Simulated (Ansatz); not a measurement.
# LiF: the cost of one run

Program: Ansatz 0.2.0. Level of theory: DFT PBE, scalar-relativistic, plane waves, PAW. These are calculated values, not measurements.

**1. The starting structure**

It takes space group P6/mmm (No. 191, hexagonal). Conventional cell: a = 4.150 Å, b = 4.150 Å, c = 3.348 Å, α = 90.00°, β = 90.00°, γ = 120.00°. Li (site symmetry mmm) has 6 F at 2.06 to 2.07 Å and 4 Li at 2.07 Å as nearest neighbours. Around F (site symmetry 6/mmm) lie 6 Li at 2.07 Å. Around F (site symmetry -6m2) lie 6 Li at 2.06 Å.

Coordinates:

```
CELL_PARAMETERS angstrom
4.14993 0.00000 0.00000
-2.07496 3.59394 0.00000
0.00000 0.00000 3.34824
ATOMIC_POSITIONS crystal
Li 0.50000 0.00000 0.00000
Li 0.50000 0.50000 0.00000
Li 0.00000 0.50000 0.00000
F 0.00000 0.00000 0.00000
F 0.33333 0.66667 0.50000
F 0.66667 0.33333 0.50000
```

This is candidate A: CoSn type (P6/mmm, No. 191).

(A quick probe on a coarse mesh, which set the mesh and smearing, is not shown.)

**3. Coarse relaxation (candidate A)**

input.yaml

```yaml
crystal:
  lattice:
    - [4.1499264454, 0.0, 0.0]
    - [-2.0749632227, 3.5939417256, 0.0]
    - [0.0, 0.0, 3.3482361094]
  atoms:
    - { symbol: Li, position: [0.5, 0.0, 0.0] }
    - { symbol: Li, position: [0.5, 0.5, 0.0] }
    - { symbol: Li, position: [0.0, 0.5, 0.0] }
    - { symbol: F, position: [0.0, 0.0, 0.0] }
    - { symbol: F, position: [0.3333333333, 0.6666666667, 0.5] }
    - { symbol: F, position: [0.6666666667, 0.3333333333, 0.5] }
basis:
  ecutwfc: 420
kpoints:
  mp_grid: { grid: [6, 6, 6] }
hamiltonian:
  xc: pbe
scf:
  occupations: { method: gaussian, width: 0.1 }
  lower_state_search: "off"
output:
  forces: true
  stress: true
  eigenvalues: true
relax:
  adjacent_minimum: "off"
  f_tol: 0.04
  max_steps: 70
  cell: { stress_tol: 0.4 }
```

Run with:

```
$ ansatz run input.yaml --threads 1 --pin off --max-ram 2560MiB --backend cpu --events-out ev --progress --plain --runs-dir out
```

**Question.** How long does this run take on 1 thread of Intel Xeon Platinum 8259CL at 2.50GHz (Skylake/Cascade Lake), shared host, and how much memory does it need?

About 34 s, with a peak of 0.4 GiB.
